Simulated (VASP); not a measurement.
## MgO (strained wurtzite): one r²SCAN single-point calculation in two programs

```yaml
crystal:
  lattice:
    - [3.28822, 0.00000, 0.00000]
    - [-1.64411, 2.84768, 0.00000]
    - [0.00000, 0.00000, 4.88334]
  atoms:
    - { symbol: Mg, position: [0.33333, 0.66667, 0.98485] }
    - { symbol: Mg, position: [0.66667, 0.33333, 0.48485] }
    - { symbol: O, position: [0.33333, 0.66667, 0.39015] }
    - { symbol: O, position: [0.66667, 0.33333, 0.89015] }
```

The two codes use different PAW datasets and cutoffs. VASP's cell holds 16 valence electrons and Ansatz's 32. Ansatz's stress includes a Pulay correction; VASP's doesn't.

Cutoffs: 520 eV in VASP, 500 eV in Ansatz. k meshes: 12×12×6 and 12×12×6.

```
                              VASP   Ansatz
gap between bands v and c  4.25 eV  4.27 eV
         least direct gap  4.25 eV  4.27 eV
                 pressure  2.8 GPa  3.3 GPa
```

Band v is the last that the valence electrons fill when counted band by band, and c is the next. Levels in eV from the top of v, Ansatz:

| point | v−1 | v | c | c+1 |
| --- | --- | --- | --- | --- |
| Γ | -0.55 | 0.00 | 4.27 | 9.64 |
| M | -0.89 | -0.58 | 8.54 | 9.03 |
| K | -1.30 | -1.30 | 9.04 | 9.16 |
| A | -0.74 | -0.74 | 6.87 | 6.87 |
| L | -0.77 | -0.77 | 8.20 | 8.20 |
| H | -0.42 | -0.42 | 9.27 | 9.27 |

VASP:

```tsv
point	v−1	v	c	c+1
Γ	-0.55	0.00	4.25	9.61
M	-0.90	-0.59	8.52	9.02
K	-1.31	-1.31	9.03	9.14
A	-0.74	-0.74	6.86	6.86
L	-0.78	-0.78	8.18	8.18
H	-0.43	-0.43	9.26	9.26
```
